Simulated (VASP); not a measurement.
# ZnSe (Stilleite) (F-43m) in VASP: notebook, part 2 of 2

VASP 6.6.1. The steps go on from the part before.

## 6. Single point, LDA, spin-orbit coupling, no magnetisation

INCAR

```
  PREC = Accurate
  ENCUT = 340
  EDIFF = 1E-7
  ISMEAR = 0
  SIGMA = 0.02
  LREAL = F
  LASPH = T
  NELM = 100
  ALGO = Normal
  ISIF = 2
  LWAVE = F
  LCHARG = F
  LNONCOLLINEAR = T
  MAGMOM = 0 0 0 0 0 0
  LORBIT = 11
  LSORBIT = T
  GGA_COMPAT = F
  NBANDS = 34
```

KPOINTS

```
regular mesh
0
Gamma
  5 5 5
```

POSCAR

```
ZnSe
1.0
    0.0000000000      2.8338000000      2.8338000000
    2.8338000000      0.0000000000      2.8338000000
    2.8338000000      2.8338000000      0.0000000000
Se Zn
1 1
Direct
    0.7500000000      0.7500000000      0.7500000000
    0.0000000000      0.0000000000      0.0000000000
```

Potentials or basis: VASP PAW LDA potentials, release 64 (Se, Zn).

On the command line:

```console
cat potpaw_LDA.64/Se/POTCAR potpaw_LDA.64/Zn/POTCAR > POTCAR
mpirun -np 1 vasp_ncl > vasp.out
```

OUTCAR:

```text
PREC = Accurate
   ENCUT = 340
   EDIFF = 1E-7
   ISMEAR = 0
   LREAL = F
   LASPH = T
   NELM = 100
   ISIF = 2
   LNONCOLLINEAR = T
   LORBIT = 11
   LSORBIT = T

 Found     14 irreducible k-points:

 Following reciprocal coordinates:
            Coordinates               Weight
  0.000000  0.000000  0.000000      1.000000
  0.200000  0.000000  0.000000      4.000000
 -0.200000  0.000000  0.000000      4.000000
  0.400000  0.000000  0.000000      4.000000
 -0.400000  0.000000  0.000000      4.000000
  0.200000  0.200000  0.000000      6.000000
   k-points           NKPTS =     14   k-points in BZ     NKDIM =     14   number of bands    NBANDS=     34
   number of dos      NEDOS =    301   number of ions     NIONS =      2
   total plane-waves  NPLWV =  13824
   dimension x,y,z NGX =    24 NGY =   24 NGZ =   24
   dimension x,y,z NGXF=    48 NGYF=   48 NGZF=   48
   ions per type =               1   1
   NGX,Y,Z   is equivalent  to a cutoff of   9.96,  9.96,  9.96 a.u.
   NGXF,Y,Z  is equivalent  to a cutoff of  19.91, 19.91, 19.91 a.u.
 SYSTEM =  unknown system
   PREC   = accura    normal or accurate (medium, high low for compatibility)
   ISTART =      0    job   : 0-new  1-cont  2-samecut
   ICHARG =      2    charge: 1-file 2-atom 10-const
   ISPIN  =      1    spin polarized calculation?
[... 315 lines left out ...]
     0.0000000     0.0000000     0.0000000     0.0000000     0.0000000     0.0000000     0.0000000
     0.0000000     0.0000000     0.0000000     0.0000000     0.0000000     0.0000000     0.0000000
     0.0000000     0.0000000     0.0000000     0.0000000     0.0000000     0.0000000     0.0000000
     0.0000000     0.0000000     0.0000000     0.0000000     0.0000000     0.0000000     0.0000000

 Ion:    2  E_soc:     -0.0088865
 l=   1
     0.0000000    -0.0005081    -0.0005081
    -0.0005081     0.0000000    -0.0005081
    -0.0005081    -0.0005081     0.0000000
 l=   2
     0.0000000    -0.0001970     0.0000000    -0.0001970    -0.0007760
    -0.0001970     0.0000000    -0.0005820    -0.0001970    -0.0001940
     0.0000000    -0.0005820     0.0000000    -0.0005820     0.0000000
    -0.0001970    -0.0001970    -0.0005820     0.0000000    -0.0001940
    -0.0007760    -0.0001940     0.0000000    -0.0001940     0.0000000
 l=   3
     0.0000000     0.0000000     0.0000000     0.0000000     0.0000000     0.0000000     0.0000000
     0.0000000     0.0000000     0.0000000     0.0000000     0.0000000     0.0000000     0.0000000
     0.0000000     0.0000000     0.0000000     0.0000000     0.0000000     0.0000000     0.0000000
     0.0000000     0.0000000     0.0000000     0.0000000     0.0000000     0.0000000     0.0000000
     0.0000000     0.0000000     0.0000000     0.0000000     0.0000000     0.0000000     0.0000000
     0.0000000     0.0000000     0.0000000     0.0000000     0.0000000     0.0000000     0.0000000
     0.0000000     0.0000000     0.0000000     0.0000000     0.0000000     0.0000000     0.0000000

 total charge

# of ion       s       p       d       tot
------------------------------------------
    1        1.440   2.415   0.030   3.885
    2        0.544   0.455   9.779  10.778
--------------------------------------------------
tot          1.984   2.870   9.809  14.662

 magnetization (x)

# of ion       s       p       d       tot
------------------------------------------
    1       -0.000   0.000  -0.000  -0.000
    2       -0.000   0.000   0.000  -0.000
--------------------------------------------------
tot         -0.000   0.000  -0.000  -0.000

 magnetization (y)

# of ion       s       p       d       tot
------------------------------------------
    1        0.000   0.000   0.000   0.000
    2        0.000   0.000   0.000   0.000
--------------------------------------------------
tot          0.000   0.000   0.000   0.000

 magnetization (z)

# of ion       s       p       d       tot
------------------------------------------
    1        0.000  -0.000  -0.000  -0.000
    2       -0.000   0.000  -0.000  -0.000
--------------------------------------------------
tot         -0.000  -0.000  -0.000  -0.000
```

OSZICAR:

```text
N       E                     dE             d eps       ncg     rms          rms(c)
DAV:   1     0.105632328968E+03    0.10563E+03   -0.61567E+03   960   0.913E+02
DAV:   2     0.348243282505E+01   -0.10215E+03   -0.95346E+02   978   0.239E+02
DAV:   3    -0.744831455736E+01   -0.10931E+02   -0.10753E+02  1180   0.807E+01
DAV:   4    -0.766433053729E+01   -0.21602E+00   -0.21572E+00  1034   0.118E+01
DAV:   5    -0.766539722802E+01   -0.10667E-02   -0.10666E-02  1114   0.803E-01    0.484E+00
DAV:   6    -0.737978683863E+01    0.28561E+00   -0.40900E-01  1288   0.227E+01    0.364E+00
DAV:   7    -0.735723019158E+01    0.22557E-01   -0.20403E-01  1082   0.355E+00    0.153E+00
DAV:   8    -0.735336616293E+01    0.38640E-02   -0.32900E-03  1032   0.464E-01    0.534E-01
DAV:   9    -0.735268607960E+01    0.68008E-03   -0.48398E-04  1366   0.258E-01    0.229E-01
DAV:  10    -0.735268098291E+01    0.50967E-05   -0.12210E-04  1018   0.781E-02    0.509E-02
DAV:  11    -0.735268966616E+01   -0.86832E-05   -0.93636E-06  1134   0.302E-02    0.230E-02
DAV:  12    -0.735268764279E+01    0.20234E-05   -0.25840E-06  1228   0.245E-02    0.205E-03
DAV:  13    -0.735268769131E+01   -0.48517E-07   -0.76049E-07  1124   0.566E-03
   1 F= -.73526877E+01 E0= -.73526877E+01  d E =-.134147E-22  mag=     0.0000     0.0000     0.0000
```

stdout:

```text
POSCAR found type information on POSCAR SeZn
 POSCAR found :  2 types and       2 ions
 scaLAPACK will be used
 LDA part: xc-table for (Slater(with rela. corr.)+CA(PZ))
 , standard interpolation
 POSCAR, INCAR and KPOINTS ok, starting setup
 FFT: planning ... GRIDC
 FFT: planning ... GRID_SOFT
 FFT: planning ... GRID
 WAVECAR not read
 entering main loop
```

It took 28 s on 1 thread of Intel Xeon Platinum 8488C (Sapphire Rapids), shared host; peak memory 0.17 GiB.

These settings aren't checked as converged: the numbers below hold their error.

Results:

* Free energy: -7.3527 eV
* Pressure: -3.2 GPa
* Valence electrons inside the program's atomic spheres: Se 3.88; Zn 10.78

Caveat: the k mesh is coarse (spacing up to 0.38 Å⁻¹), so the values aren't converged; the cutoff is under 1.25 times the usual one of these potentials, so pressure, stress and relaxed cells hold a basis-set (Pulay) error.

## 7. For comparison

An earlier run on the cell as given: functional PBE; potentials or basis VASP PAW PBE potentials, release 64 (Se, Zn); cutoff 520 eV; k mesh 8 × 8 × 8; occupations fermi-dirac, width 0.05 eV; no spin polarisation.

* Pressure: 2.3 GPa
* Band gap on the k mesh: 1.29 eV, direct
